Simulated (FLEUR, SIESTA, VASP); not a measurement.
## PbSe: 3 runs at one level of theory

```
CELL_PARAMETERS angstrom
0.00000 3.06065 3.06065
3.06065 0.00000 3.06065
3.06065 3.06065 0.00000
ATOMIC_POSITIONS crystal
Pb 0.00000 0.00000 0.00000
Se 0.50000 0.50000 0.50000
```

Alike in all runs: task band structure; functional AM05; k mesh 8 × 8 × 8; occupations fermi-dirac, width 0.05 eV; no spin polarisation; no spin-orbit coupling. Pressure is positive in compression and, in plane waves, holds the error of the finite cutoff. Gaps are the smaller of the mesh's and the band path's.

```
                                                                                      program and potentials  plane-wave cutoff (eV)                                                                              notes  band gap (eV)  pressure (GPa)
                                                                        VASP, PBE PAW files Pb_d, Se, 520 eV                     520                   potentials made for PBE; 10 valence electrons an atom on average           0.27            0.02
                                                                                  FLEUR, all-electron, FLAPW                       -                                                                                  -           0.26               -
SIESTA, files PseudoDojo sr-pbesol-0.4.1-standard, DZP (energy shift 0.003 Ry; two zetas on semicore shells)                       -  atomic basis; potentials made for PBEsol; 15 valence electrons an atom on average           0.34            1.38
```

The band gap spans 0.26 (FLEUR, all-electron, FLAPW) to 0.34 eV (SIESTA, files PseudoDojo sr-pbesol-0.4.1-standard, DZP (energy shift 0.003 Ry; two zetas on semicore shells)), with all-electron results at 0.26. The pressure spans 0.02 (VASP, PBE PAW files Pb_d, Se, 520 eV) to 1.38 GPa (SIESTA, files PseudoDojo sr-pbesol-0.4.1-standard, DZP (energy shift 0.003 Ry; two zetas on semicore shells)). Spin-orbit coupling, left out here, moves the band edges of heavy atoms. Rows in atomic bases carry the error of their basis and grid, which can be large.

The functional is the same throughout but for its coding, so the spread measures potentials, basis and numerics; runs on potential files found faulty are left out.
